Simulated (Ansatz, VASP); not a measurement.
Two plane-wave programs on Rh

```
CELL_PARAMETERS angstrom
4.41698 0.00000 0.00000
-2.20849 3.82522 0.00000
0.00000 0.00000 2.71316
ATOMIC_POSITIONS crystal
Rh 0.00000 0.00000 0.00000
Rh 0.33333 0.66667 0.50000
Rh 0.66667 0.33333 0.50000
```

Alike in both runs: functional BLYP; k mesh 9 × 9 × 12; occupations fermi-dirac, width 0.1 eV; no spin polarisation.

Ansatz relaxed the structure, and its values are those at the end. VASP's run is a single point on that final structure, the one shown.

|  | VASP | Ansatz |
| --- | --- | --- |
| version | VASP 6.6.1 | Ansatz 0.2.0 |
| potentials or method | VASP PAW PBE potentials, release 64 (Rh_pv) | plane waves (420 eV) with PAW, scalar-relativistic |
| plane-wave cutoff (eV) | 520 | 420 |
| valence electrons in the cell | 45 | 51 |

Ansatz gave:

```
pressure (GPa) : 0.0
```

**Question.** What did VASP give for the same quantities?

**Answer.** Pressure (GPa): 0.5.

The two sets of potentials don't hold the same shells in valence.

Caveats: the PAW data sets were made with another functional, which shifts forces and pressure a little (VASP).
